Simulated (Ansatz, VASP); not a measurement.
# Cross-check of GaN between VASP and Ansatz

Wanted: the spread between two codes on one cell, functional and k mesh.

Calculated with Ansatz 0.2.0; plane waves, with VASP 6.6.1 beside it; G0W0 gap at PBE.

### 1. The structure

Symmetry: F-43m, No. 216, cubic system. The conventional cell has a = 4.507 Å, b = 4.507 Å, c = 4.507 Å, α = 90.00°, β = 90.00°, γ = 90.00°. Ga has 4 N at 1.95 Å nearest. Nearest to N lie 4 Ga at 1.95 Å. Farther neighbours and most contacts between anions are not listed.

### 2. VASP: G0W0 gap, PBE

Quasiparticle shifts depend on high empty states and on the cores, so they are the hardest test of two PAW sets.

Lines of VASP's logs that name or quote its potential files are left out, and so is its time.

The run reads the wave functions of an earlier VASP run, which isn't shown here.

File INCAR:

```
SYSTEM = GaN
PREC = Accurate
ENCUT = 450
ISMEAR = 0
SIGMA = 0.01
LREAL = .FALSE.
GGA = PE
NBANDS = 88
ALGO = EVGW0
NELMGW = 1
ENCUTGW = 140
NOMEGA = 48
PRECFOCK = Fast
NBANDSGW = 24
LWAVE = .FALSE.
LCHARG = .FALSE.
```

File POSCAR:

```
GaN
1.0
    0.0000000000      2.2535006075      2.2535006075
    2.2535006075      0.0000000000      2.2535006075
    2.2535006075      2.2535006075      0.0000000000
Ga N
1 1
Direct
    0.0000000000      0.0000000000      0.0000000000
    0.7500000000      0.7500000000      0.7500000000
```

File KPOINTS:

```
Automatic mesh
0
Gamma
6 6 6
0 0 0
```

PAW data sets: Ga_d_GW and N_GW (PBE family, release 64).

Run with:

```
> mpirun -np 8 vasp_std
```

Numbers of over 12 decimals in the logs are rounded to 6 here.

Log:

```text
[banner, memory and clock lines left out]
running    8 mpi-ranks, on    1 nodes
 distrk:  each k-point on    8 cores,    1 groups
 distr:  one band on    1 cores,    8 groups

 POSCAR found type information on POSCAR GaN
 POSCAR found :  2 types and       2 ions
|                                                                             |
|           W    W    AA    RRRRR   N    N  II  N    N   GGGG   !!!           |
|           W    W   A  A   R    R  NN   N  II  NN   N  G    G  !!!           |
|           W    W  A    A  R    R  N N  N  II  N N  N  G       !!!           |
|           W WW W  AAAAAA  RRRRR   N  N N  II  N  N N  G  GGG   !            |
|           WW  WW  A    A  R   R   N   NN  II  N   NN  G    G                |
|           W    W  A    A  R    R  N    N  II  N    N   GGGG   !!!           |
|                                                                             |
|     For optimal performance we recommend to set                             |
|       NCORE = 2 up to number-of-cores-per-socket                            |
|     NCORE specifies how many cores store one orbital (NPAR=cpu/NCORE).      |
|     This setting can greatly improve the performance of VASP for DFT.       |
|     The default, NCORE=1 might be grossly inefficient on modern             |
|     multi-core architectures or massively parallel machines. Do your        |
|     Unfortunately you need to use the default for GW and RPA                |
|     calculations (for HF NCORE is supported but not extensively tested      |
|     yet).                                                                   |
|                                                                             |

|                                                                             |
|           W    W    AA    RRRRR   N    N  II  N    N   GGGG   !!!           |
|           W    W   A  A   R    R  NN   N  II  NN   N  G    G  !!!           |
|           W    W  A    A  R    R  N N  N  II  N N  N  G       !!!           |
|           W WW W  AAAAAA  RRRRR   N  N N  II  N  N N  G  GGG   !            |
|           WW  WW  A    A  R   R   N   NN  II  N   NN  G    G                |
|           W    W  A    A  R    R  N    N  II  N    N   GGGG   !!!           |
|                                                                             |
|     The default for ENCUTGWSOFT is different in this version of VASP.       |
|     please manually set ENCUTGWSOFT =140 in the INCAR file.                 |
|                                                                             |

 LDA part: xc-table for (Slater+PW92), standard interpolation
 found WAVECAR, reading the header
 POSCAR, INCAR and KPOINTS ok, starting setup
 FFT: planning ... GRIDC
 FFT: planning ... GRID_SOFT
 FFT: planning ... GRID
 reading WAVECAR
 the WAVECAR file was read successfully
 initial charge from wavefunction
 available memory per node:    130.16 GB, setting MAXMEM to    133282

 The Fermi energy was updated, please check that it is located mid-gap
 values below the HOMO (VB) or above the LUMO (CB) will cause erroneous energies
 E-fermi :   5.9591

 calculate exact exchange contribution
 the WAVEDER file was read successfully
energies w=
    0.000    0.000    0.753    0.000    1.503    0.000    2.246    0.000
    2.982    0.000    3.706    0.000    4.419    0.000    5.119    0.000
    5.807    0.000    6.481    0.000    7.143    0.000    7.795    0.000
    8.437    0.000    9.072    0.000    9.701    0.000   10.326    0.000
   10.951    0.000   11.576    0.000   12.206    0.000   12.843    0.000
   13.490    0.000   14.150    0.000   14.828    0.000   15.528    0.000
   16.255    0.000   17.014    0.000   17.812    0.000   18.656    0.000
   19.555    0.000   20.521    0.000   21.565    0.000   22.704    0.000
   23.957    0.000   25.348    0.000   26.910    0.000   28.683    0.000
   30.720    0.000   33.094    0.000   35.905    0.000   39.293    0.000
   43.466    0.000   48.736    0.000   55.605    0.000   64.929    0.000
   78.292    0.000   98.993    0.000  135.239    0.000  214.660    0.000
 responsefunction array rank=      96
 LDA part: xc-table for (Slater+PW92), standard interpolation

 min. memory requirement per mpi rank    133.9 MB, per node   1070.9 MB

 allocating   6 responsefunctions rank=    96
 shmem allocating  48 responsefunctions rank=    96
 response function shared by NCSHMEM nodes    1
 Doing            6  frequencies on each core in blocks of           48
NQ=   1    0.0000    0.0000    0.0000,
|.........|.........|.........|.........|.........|.........|.........|.........
 performed        374000 updates of chi_q(r,r)
 total number of BLAS operations         12.67 Gflops
NQ=   2    0.1667    0.0000    0.0000,
|.........|.........|.........|.........|.........|.........|.........|.........
 performed       1035000 updates of chi_q(r,r)
 total number of BLAS operations         49.15 Gflops
NQ=   3    0.3333    0.0000    0.0000,
|.........|.........|.........|.........|.........|.........|.........|.........
 performed       1696000 updates of chi_q(r,r)
 total number of BLAS operations         83.04 Gflops
NQ=   4    0.5000    0.0000    0.0000,
|.........|.........|.........|.........|.........|.........|.........|.........
 performed       2256000 updates of chi_q(r,r)
 total number of BLAS operations        119.37 Gflops
NQ=   5    0.1667    0.1667    0.0000,
|.........|.........|.........|.........|.........|.........|.........|.........
 performed       2917000 updates of chi_q(r,r)
 total number of BLAS operations        157.63 Gflops
NQ=   6    0.3333    0.1667    0.0000,
|.........|.........|.........|.........|.........|.........|.........|.........
 performed       3942000 updates of chi_q(r,r)
 total number of BLAS operations        215.50 Gflops
NQ=   7    0.5000    0.1667    0.0000,
|.........|.........|.........|.........|.........|.........|.........|.........
 performed       4967000 updates of chi_q(r,r)
 total number of BLAS operations        274.76 Gflops
NQ=   8   -0.3333    0.1667    0.0000,
|.........|.........|.........|.........|.........|.........|.........|.........
 performed       5992000 updates of chi_q(r,r)
 total number of BLAS operations        334.02 Gflops
NQ=   9   -0.1667    0.1667    0.0000,
|.........|.........|.........|.........|.........|.........|.........|.........
 performed       6882000 updates of chi_q(r,r)
 total number of BLAS operations        387.91 Gflops
NQ=  10    0.3333    0.3333    0.0000,
|.........|.........|.........|.........|.........|.........|.........|.........
 performed       7543000 updates of chi_q(r,r)
 total number of BLAS operations        425.28 Gflops
NQ=  11    0.5000    0.3333    0.0000,
|.........|.........|.........|.........|.........|.........|.........|.........
 performed       8568000 updates of chi_q(r,r)
 total number of BLAS operations        490.25 Gflops
NQ=  12   -0.3333    0.3333    0.0000,
|.........|.........|.........|.........|.........|.........|.........|.........
 performed       9458000 updates of chi_q(r,r)
 total number of BLAS operations        546.65 Gflops
NQ=  13    0.5000    0.5000    0.0000,
|.........|.........|.........|.........|.........|.........|.........|.........
 performed       9959000 updates of chi_q(r,r)
 total number of BLAS operations        580.60 Gflops
NQ=  14    0.5000    0.3333    0.1667,
|.........|.........|.........|.........|.........|.........|.........|.........
 performed      11110000 updates of chi_q(r,r)
 total number of BLAS operations        648.76 Gflops
NQ=  15   -0.3333    0.3333    0.1667,
|.........|.........|.........|.........|.........|.........|.........|.........
 performed      12194000 updates of chi_q(r,r)
 total number of BLAS operations        715.94 Gflops
NQ=  16   -0.3333    0.5000    0.1667,
|.........|.........|.........|.........|.........|.........|.........|.........
 performed      13088000 updates of chi_q(r,r)
 total number of BLAS operations        776.49 Gflops
 resolving degeneracies of screened two electron integrals

 calculate QP shifts <psi_nk| G(iteration)W_0 |psi_nk>: iteration 1
 entering main loop
```

From OUTCAR (step 2):

```text
ion  position               nearest neighbor table
   1  0.000  0.000  0.000-   2 1.95   2 1.95   2 1.95   2 1.95
   2  0.750  0.750  0.750-   1 1.95   1 1.95   1 1.95   1 1.95

  LATTYP: Found a face centered cubic cell.
 ALAT       =     4.5070012150

 Subroutine GETGRP returns: Found 24 space group operations
 (whereof 24 operations were pure point group operations)

The static configuration has the point symmetry T_d .

 Found     16 irreducible k-points:

   k-points           NKPTS =     16   k-points in BZ     NKDIM =    216   number of bands    NBANDS=     88

   dimension x,y,z NGX =    24 NGY =   24 NGZ =   24
   dimension x,y,z NGXF=    48 NGYF=   48 NGZF=   48

   ENCUT  =  450.0 eV  33.07 Ry    5.75 a.u.   5.51  5.51  5.51*2*pi/ulx,y,z

   NELECT =      18.0000    total number of electrons

  energy-cutoff  :      450.00
  volume of cell :       22.89
      direct lattice vectors                 reciprocal lattice vectors
     0.000000000  2.253500607  2.253500607    -0.221877020  0.221877020  0.221877020
     2.253500607  0.000000000  2.253500607     0.221877020 -0.221877020  0.221877020
     2.253500607  2.253500607  0.000000000     0.221877020  0.221877020 -0.221877020

 k-points in reciprocal lattice and weights: Automatic mesh
   0.00000000  0.00000000  0.00000000       0.005
   0.16666667  0.00000000  0.00000000       0.037
   0.33333333  0.00000000  0.00000000       0.037
   0.50000000  0.00000000  0.00000000       0.019
   0.16666667  0.16666667  0.00000000       0.028
   0.33333333  0.16666667  0.00000000       0.111
   0.50000000  0.16666667  0.00000000       0.111
  -0.33333333  0.16666667  0.00000000       0.111
  -0.16666667  0.16666667  0.00000000       0.056
[...]
-0.33333333  0.33333333  0.16666667       0.111
  -0.33333333  0.50000000  0.16666667       0.056

 E-fermi :   5.9591

 QP shifts <psi_nk| G(iteration)W_0 |psi_nk>: iteration 1
 for sc-GW calculations column KS-energies equals QP-energies in previous step
 and V_xc(KS)=  KS-energies - (<T + V_ion + V_H > + <T+V_H+V_ion>^1  + <V_x>^1)
 k-point   1 :       0.0000    0.0000    0.0000
  band No.  KS-energies  QP-energies   sigma(KS)   V_xc(KS)     V^pw_x(r,r')   Z            occupation Imag(sigma)
    ...
      6      -8.0769     -11.1327     -25.9707     -21.8074     -35.1863       0.7340       2.0000       0.1919
      7       5.0978       4.5836     -18.4039     -17.7320     -21.3412       0.7652       2.0000       0.0918
      8       5.0978       4.5836     -18.4039     -17.7320     -21.3412       0.7652       2.0000       0.0918
      9       5.0978       4.5836     -18.4039     -17.7320     -21.3412       0.7652       2.0000       0.0918
     10       6.8203       7.4435     -12.5789     -13.3584      -9.0917       0.7995       0.0000      -0.0663
     11      15.3897      16.1112     -10.5203     -11.4287      -5.3700       0.7943       0.0000      -0.1410
     12      15.3897      16.1112     -10.5203     -11.4287      -5.3700       0.7943       0.0000      -0.1410
     13      15.3897      16.1112     -10.5203     -11.4287      -5.3700       0.7943       0.0000      -0.1410
    ...

 k-point   2 :       0.1667    0.0000    0.0000
  band No.  KS-energies  QP-energies   sigma(KS)   V_xc(KS)     V^pw_x(r,r')   Z            occupation Imag(sigma)
    ...
      6      -8.0783     -11.1295     -25.9639     -21.8023     -35.1818       0.7332       2.0000       0.1930
      7       2.8139       2.1077     -16.8100     -15.8781     -19.9341       0.7577       2.0000       0.1145
      8       4.8276       4.2800     -18.1738     -17.4564     -21.1554       0.7633       2.0000       0.0946
      9       4.8276       4.2800     -18.1738     -17.4564     -21.1554       0.7633       2.0000       0.0946
     10       8.4316       9.1480     -13.2844     -14.1932      -9.6526       0.7882       0.0000      -0.0722
     11      14.3525      15.1383     -11.0318     -12.0273      -5.9627       0.7893       0.0000      -0.1373
     12      15.7452      16.4875     -10.7109     -11.6524      -5.4469       0.7884       0.0000      -0.1572
     13      15.7452      16.4875     -10.7109     -11.6524      -5.4469       0.7884       0.0000      -0.1572
    ...

 k-point   3 :       0.3333    0.0000    0.0000
  band No.  KS-energies  QP-energies   sigma(KS)   V_xc(KS)     V^pw_x(r,r')   Z            occupation Imag(sigma)
    ...
      6      -7.5924     -10.0447     -23.2483     -19.8728     -31.8725       0.7265       2.0000       0.4195
      7      -0.2621      -1.1837     -15.6243     -14.3659     -19.7106       0.7324       2.0000       0.2097
      8       4.3496       3.7493     -17.8182     -17.0297     -20.8861       0.7614       2.0000       0.0991
      9       4.3496       3.7493     -17.8182     -17.0297     -20.8861       0.7614       2.0000       0.0991
     10       9.5607      10.3310     -12.1070     -13.0758      -7.8799       0.7951       0.0000      -0.0894
     11      13.7371      14.6053     -12.4660     -13.6038      -7.2436       0.7630       0.0000      -0.1553
     12      15.7162      16.3963     -10.6751     -11.5369      -5.4669       0.7892       0.0000      -0.1652
     13      15.7162      16.3963     -10.6751     -11.5369      -5.4669       0.7892       0.0000      -0.1652
    ...

 k-point   4 :       0.5000    0.0000    0.0000
  band No.  KS-energies  QP-energies   sigma(KS)   V_xc(KS)     V^pw_x(r,r')   Z            occupation Imag(sigma)
    ...
      6      -6.8146      -9.0545     -23.0260     -19.9460     -31.4757       0.7272       2.0000       0.4512
      7      -1.9406      -2.8617     -14.2648     -12.9873     -18.6338       0.7211       2.0000       0.3189
      8       4.1320       3.5132     -17.6700     -16.8560     -20.7750       0.7602       2.0000       0.1016
      9       4.1320       3.5132     -17.6700     -16.8560     -20.7750       0.7602       2.0000       0.1016
     10       9.7337      10.4885     -11.6225     -12.5633      -7.3501       0.8023       0.0000      -0.0903
     11      13.8240      14.6838     -12.9613     -14.1110      -7.5295       0.7479       0.0000      -0.1737
     12      15.4448      16.0788     -10.5774     -11.3767      -5.4804       0.7930       0.0000      -0.1583
     13      15.4448      16.0788     -10.5774     -11.3767      -5.4804       0.7930       0.0000      -0.1583
    ...

[... 4 further parts left out ...]
```

[end of part 1 of 2]

[Lines on the potential files, build, host, timing and source positions are cut from VASP's logs without a mark.]

[Logs are printed without paths, hosts, clocks, repeated set-up lines and the standing remarks that a program may print on its own settings, such as how far it seeks lower states.]

[Hosts, paths, dates, database ids (printed as entryN), source tags and the programs' standing remarks are cut or masked in the printed files.]
